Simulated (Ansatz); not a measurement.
BAs under compression and expansion

```cif
data_structure
_symmetry_space_group_name_H-M 'P 1'
_symmetry_Int_Tables_number 1
_cell_length_a 3.3778
_cell_length_b 3.3778
_cell_length_c 3.3778
_cell_angle_alpha 60.000
_cell_angle_beta 60.000
_cell_angle_gamma 60.000
_cell_volume 27.25
loop_
_atom_site_label
_atom_site_type_symbol
_atom_site_fract_x
_atom_site_fract_y
_atom_site_fract_z
_atom_site_occupancy
B1 B 0.00000 0.00000 0.00000 1
As1 As 0.75000 0.75000 0.75000 1
```

The runs use the primitive cell with vectors (0.000, 2.389, 2.389), (2.389, 0.000, 2.389), (2.389, 2.389, 0.000) Å, to which the k mesh refers.

The cell is COD entry 9008833, as deposited and not checked against the literature; nothing was relaxed.

Methods: DFT, PBE, all-electron LAPW, scalar-relativistic (Ansatz 0.2.0); DFT, PBE, PAW with Ansatz's default frozen-core files, scalar-relativistic (Ansatz 0.2.0).

For LAPW: a Γ-centred 15×15×15 k mesh, Fermi–Dirac smearing of 0.03 eV, basis error target 0.25 meV/atom, no spin polarisation. PAW takes a cutoff of 420 eV at this cell. The Ansatz runs share mesh, smearing and spin set-up. Plane-wave (PAW) pressures include the program's estimate of the Pulay term.

The cell above is scaled evenly, with fractional coordinates and shape held.

| V/V(cell) | V (Å³/atom) | P, LAPW (GPa) | P, PAW (GPa) | gap on the k mesh, LAPW (eV) | free energy over the lowest listed, PAW (meV/atom) |
| --- | --- | --- | --- | --- | --- |
| 0.9400 | 12.809 | 12.71 | 12.77 | 1.12 | 40.7 |
| 0.9600 | 13.081 | 9.05 | 9.09 | 1.14 | 22.2 |
| 0.9800 | 13.354 | 5.73 | 5.77 | 1.17 | 9.6 |
| 0.9900 | 13.490 | 4.19 | 4.23 | 1.18 | 5.3 |
| 1.0000 | 13.626 | 2.73 | 2.77 | 1.19 | 2.4 |
| 1.0100 | 13.762 | 1.34 | 1.38 | 1.20 | 0.6 |
| 1.0200 | 13.899 | 0.02 | 0.06 | 1.21 | 0.0 |
| 1.0400 | 14.171 | -2.43 | -2.40 | 1.23 | 2.0 |
| 1.0600 | 14.444 | ? | ? | ? | ? |

Q: Fill in the row V/V(cell) = 1.0600.

A: P, LAPW (GPa) = -4.65, P, PAW (GPa) = -4.62, gap on the k mesh, LAPW (eV) = 1.24, free energy over the lowest listed, PAW (meV/atom) = 8.0.

Q: What do Birch–Murnaghan fits to the pressures give?

A: LAPW: V0 = 13.90 Å³/atom, B0 = 131 GPa, B0′ = 4.1; PAW: V0 = 13.90 Å³/atom, B0 = 131 GPa, B0′ = 4.1.

PAW's V0 lies 0.03 % from the all-electron value and its B0 0.0 %. Symmetry fixes shape and coordinates here, so this is the relaxed modulus.
